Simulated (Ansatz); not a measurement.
## Cd in Ansatz: the effect of functional

Cd:

```
Cd
1.0
     2.97887    0.00000    0.00000
    -1.48944    2.57978    0.00000
     0.00000    0.00000    5.61765
Cd
2
Direct
  0.66667 0.33333 0.75000
  0.33333 0.66667 0.25000
```

Alike in all runs:

* Program: Ansatz 0.2.0
* Task: band structure
* Potentials or basis: all-electron LAPW, scalar-relativistic
* Cutoff: 224 eV
* Density cutoff: 895 eV
* Basis error allowed: 0.001 eV/atom
* k mesh: 10 × 10 × 5
* Occupations: fermi-dirac, width 0.05 eV
* Spin: no spin polarisation

One run gave: pressure -4.4 GPa. Which functional did it use?
A. PBE
B. LDA
C. PBEsol

B.

```csv
functional,pressure (GPa)
PBE,2.9
PBEsol,-1.6
LDA,-4.4
```

Not every run made on this cell is shown here.
